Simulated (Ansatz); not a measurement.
# AlAs: the cost of one run

Computed with Ansatz 0.2.0 (DFT PBE, scalar-relativistic, plane waves, PAW, unless a step's input says otherwise).

## (1) The structure to begin with

Symmetry: F-43m, No. 216, cubic system. The conventional cell has a = 5.661 Å, b = 5.661 Å, c = 5.661 Å, α = 90.00°, β = 90.00°, γ = 90.00°. Around Al (site symmetry -43m) lie 4 As at 2.45 Å. Around As (site symmetry -43m) lie 4 Al at 2.45 Å.

Coordinates:

```
Al As
1.0
     0.00000    2.83040    2.83040
     2.83040    0.00000    2.83040
     2.83040    2.83040    0.00000
Al As
1 1
Direct
  0.00000 0.00000 0.00000
  0.25000 0.25000 0.25000
```

The start is a polymorph listed in a database, not an invented cell.

## (2) The guess as it stands, on a coarse mesh

input.yaml reads:

```yaml
crystal:
  lattice:
    - [0.0, 2.83039999, 2.83039999]
    - [2.83039999, 0.0, 2.83039999]
    - [2.83039999, 2.83039999, 0.0]
  atoms:
    - { symbol: Al, position: [0.0, 0.0, 0.0] }
    - { symbol: As, position: [0.25, 0.25, 0.25] }
basis:
  ecutwfc: 420
kpoints:
  mp_grid: { grid: [6, 6, 6] }
hamiltonian:
  xc: pbe
scf:
  occupations: { method: gaussian, width: 0.1 }
  lower_state_search: "off"
output:
  forces: true
  stress: true
  eigenvalues: true
```

Launch:

```bash
$ ansatz run input.yaml --threads 1 --pin off --max-ram 2560MiB --backend cpu --events-out ev --progress --plain --runs-dir out
```

What time and memory should one allow on 1 thread of Arm Neoverse V1, shared host?

About 1.6 s, with a peak of 0.27 GiB.
